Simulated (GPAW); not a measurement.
## CoO: single point from a typed occupation with PBEsol+U

Crystal: CoO.

```
Co O
1.0
     2.57053    0.00000    0.00000
     0.00000    2.57053    0.00000
     0.00000    0.00000    2.57053
Co O
1 1
Cartesian
  0.0000 0.0000 0.0000
  1.2853 1.2853 1.2853
```

Measurements of this composition are mostly on another form, of space group No. 225.

* Program: GPAW 26.7.0
* Task: single point from a typed occupation
* Functional: PBEsol
* Potentials or basis: PAW data sets generated in the run's folder for this functional
* Cutoff: 600 eV
* Basis: pw
* k mesh: 7 × 7 × 7
* Occupations: gaussian, width 0.05 eV
* Spin: collinear spin, ferromagnetic start
* Starting moments: [3.0, 0.0] μB
* Hubbard terms: Co d U = 5 eV
* Maxiter: 120
* start of the occupation matrix: z2_x2y2_first
* cycles with the matrix held: 11
* Convergence: density=0.0001 energy=1e-05
* Symmetry: point_group=False

| Property | Result |
| --- | --- |
| Pressure | 8.5 GPa |
| Band gap on the k mesh | 1.74 eV, indirect (least direct gap 3.00 eV) |
| Net moment | 3.00 μB per cell |
| Site moments | Co +2.67; O +0.18 μB |

Levels at points of the mesh, in eV from the valence-band top:
Spin up:
```csv
k point,band 6,band 7,band 8,band 9,band 10,band 11,band 12,band 13
"(0.00, 0.00, 0.00)",-4.87,-1.72,-1.72,-1.72,1.74,15.70,15.70,21.26
```
Spin down:
```csv
k point,band 2,band 3,band 4,band 5,band 6,band 7,band 8,band 9,band 10,band 11
"(0.00, 0.00, 0.00)",-4.18,-4.18,-1.27,-1.27,-1.27,2.46,3.95,3.95,3.95,16.23
```

Eigenvalues of the final occupation matrices:
```
   site  spin  trace               eigenvalues
atom 1      1   5.12  1.00 1.00 1.04 1.04 1.04
atom 1      2   2.18  0.07 0.07 0.07 0.98 0.98
```

Wall time 10 min on 1 thread of Intel(R) Xeon(R) Processor @ 2.50GHz (Skylake/Cascade Lake), on a shared host, peak memory 0.21 GiB.

Caveat: the cutoff is short for stress and forces, so pressures can be off by a GPa or more; the occupation matrix was held by a function in the script for the first cycles and then freed; the end state hangs on it; an odd mesh through Γ misses points on the zone boundary, where band edges often lie; a cell with one magnetic atom can't hold antiferromagnetic order, which such compounds often take.
